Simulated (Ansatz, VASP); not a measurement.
## S: VASP beside Ansatz

The input INCAR:

```
SYSTEM = S
PREC = Accurate
ENCUT = 520
EDIFF = 1E-6
ISMEAR = -1
SIGMA = 0.08
LREAL = .FALSE.
LASPH = .TRUE.
NELM = 100
ALGO = Normal
ISIF = 2
LWAVE = .FALSE.
LCHARG = .TRUE.
GGA = CA
LELF = .TRUE.
LVHAR = .TRUE.
NBANDS = 9
```

The input KPOINTS:

```
regular mesh
0
G
  16 16 16
  0 0 0
```

File POSCAR:

```
S
1.0
   -1.2230808432      1.2230808432      1.2230808432
    1.2230808432     -1.2230808432      1.2230808432
    1.2230808432      1.2230808432     -1.2230808432
S
1
Direct
    0.0000000000      0.0000000000      0.0000000000
```

Input for Ansatz:

```yaml
crystal:
  lattice:
    - [-1.2230808432, 1.2230808432, 1.2230808432]
    - [1.2230808432, -1.2230808432, 1.2230808432]
    - [1.2230808432, 1.2230808432, -1.2230808432]
  atoms:
    - { symbol: S, position: [0.0, 0.0, 0.0] }
kpoints:
  mp_grid: { grid: [16, 16, 16] }
  band_path:
    path:
      - [0.0, 0.0, 0.0]
      - [0.5, -0.5, 0.5]
      - [0.0, 0.0, 0.5]
      - [0.0, 0.0, 0.0]
      - [0.25, 0.25, 0.25]
      - [0.5, -0.5, 0.5]
      - [0.25, 0.25, 0.25]
      - [0.0, 0.0, 0.5]
    npoints: 8
scf:
  occupations: { method: fermi_dirac, width: 0.08 }
hamiltonian:
  xc: lda
  pseudopotentials: { kind: paw }
output:
  forces: true
  stress: true
  eigenvalues: true
  populations: true
  dos: { projected: true, de: 0.2, e_range: [-14, 8] }
```

Change from the starting cell: volume scaled by 0.5, PAW files.

Alike in both runs: task single point; functional LDA; k mesh 16 × 16 × 16; occupations fermi-dirac, width 0.08 eV; no spin polarisation.

```csv
,VASP,Ansatz
version,VASP 6.6.1,Ansatz 0.2.0
potentials or method,"VASP PAW LDA potentials, release 64 (S)","PAW with Ansatz's default frozen-core files, scalar-relativistic"
plane-wave cutoff (eV),520,420
valence electrons in the cell,6,6
```

|  | VASP | Ansatz | Ansatz less VASP |
| --- | --- | --- | --- |
| pressure (GPa) | 258.2 | 262.0 | +3.79 |

Caveats: the cell as given lies far from equilibrium; so large a pressure means that the cell lies far from this level's equilibrium, or that cutoff or potentials fall short (VASP).
